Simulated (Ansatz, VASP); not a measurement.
# One calculation of SrCl2, two programs

Contents of POSCAR:

```
SrCl2
1.0
    0.0000000000      3.6795279976      3.1275987980
    3.6795279976      0.0000000000      3.1275987980
    3.6795279976      3.6795279976      0.0000000000
Sr Cl
1 2
Direct
    0.0000000000      0.0000000000      0.0000000000
    0.2500000000      0.2500000000      0.2500000000
    0.7500000000      0.7500000000      0.7500000000
```

File INCAR.step1:

```
PREC = Accurate
ENCUT = 520
ISMEAR = 0
SIGMA = 0.05
LREAL = F
LASPH = T
NELM = 100
NBANDS = 19
GGA = PE
ALGO = Normal
EDIFF = 1E-4
LWAVE = T
LCHARG = F
```

INCAR.step2

```
PREC = Accurate
ENCUT = 520
EDIFF = 1E-6
ISMEAR = 0
SIGMA = 0.05
LREAL = F
LASPH = T
NELM = 100
ALGO = Normal
ISIF = 2
LWAVE = F
LCHARG = F
METAGGA = R2SCAN
LMIXTAU = T
NBANDS = 19
ISTART = 1
```

File KPOINTS:

```
Automatic mesh
0
Gamma
  6 6 6
```

Input for Ansatz:

```yaml
crystal:
  lattice:
    - [0.0, 3.6795279976, 3.127598798]
    - [3.6795279976, 0.0, 3.127598798]
    - [3.6795279976, 3.6795279976, 0.0]
  atoms:
    - { symbol: Sr, position: [0.0, 0.0, 0.0] }
    - { symbol: Cl, position: [0.25, 0.25, 0.25] }
    - { symbol: Cl, position: [0.75, 0.75, 0.75] }
basis:
  ecutwfc: 500
kpoints:
  mp_grid: { grid: [6, 6, 6] }
hamiltonian:
  xc: r2scan
scf:
  occupations: { method: gaussian, width: 0.05 }
output:
  forces: true
  stress: true
  eigenvalues: true
```

Alike in both runs: task single point; functional r2SCAN; k mesh 6 × 6 × 6; occupations gaussian, width 0.05 eV; no spin polarisation.

|  | VASP | Ansatz |
| --- | --- | --- |
| version | VASP 6.6.1 | Ansatz 0.2.0 |
| potentials or method | VASP PAW PBE potentials, release 64 (Sr_sv, Cl) | scalar-relativistic, plane waves, PAW |
| plane-wave cutoff (eV) | 520 | 500 |
| valence electrons in the cell | 24 | 24 |

VASP gave:

```
gap on the k mesh at the Fermi level (eV)       : 4.57
least direct gap on the mesh (eV)               : 4.78
pressure (GPa)                                  : 0.9
largest component of the traceless stress (GPa) : 6.91
```

Problem. Estimate Ansatz's values.

Solution. gap on the k mesh at the Fermi level (eV): 4.57; least direct gap on the mesh (eV): 4.77; pressure (GPa): 0.8; largest component of the traceless stress (GPa): 6.95.

Caveats: the PAW data sets were made with another functional, which shifts forces and pressure a little (VASP). r2SCAN opens gaps a little over a GGA but as a rule still falls short of measured ones. A k mesh can miss the band edges.
